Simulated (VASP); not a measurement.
# Results of a VASP single-point calculation on BAs (zincblende)

POSCAR

```
B  As
 1.0000000000000000
     0.0000000000000000    2.3918676084804957    2.3918676084804957
     2.3918676084804957    0.0000000000000000    2.3918676084804957
     2.3918676084804957    2.3918676084804957    0.0000000000000000
 B   As
   1   1
Cartesian
  0.0000000000000000 -0.0000000000000000 -0.0000000000000000
  1.1959338042402479  1.1959338042402479  1.1959338042402479
```

| Property | Result |
| --- | --- |
| gap between bands v and c | 1.37 eV |
| least direct gap | 3.44 eV |

Band v is the last that the valence electrons fill when counted band by band, and c is the next. Levels in eV from the top of v:

```
point    v−1      v     c   c+1
    Γ   0.00   0.00  3.44  3.44
    X  -4.29  -4.29  1.62  1.70
    W  -5.71  -5.41  5.68  6.44
    K  -6.19  -3.67  2.28  5.96
    L  -1.93  -1.93  2.95  5.05
```

Question: Which of these levels of theory gave these results?
A. PBE0
B. r²SCAN
C. PBE with spin–orbit coupling
D. PBEsol
E. HSE06
F. PBE
G. LDA

Answer: B.

The INCAR was:

```
IBRION = -1
METAGGA = R2SCAN
NBANDS = 11
EDIFF = 1E-7
ALGO = Normal
PREC = Accurate
NELM = 120
LWAVE = .FALSE.
NSW = 0
LREAL = .FALSE.
SIGMA = 0.01
LCHARG = .FALSE.
ISIF = 2
ISMEAR = 0
ENCUT = 520
LASPH = .TRUE.
```
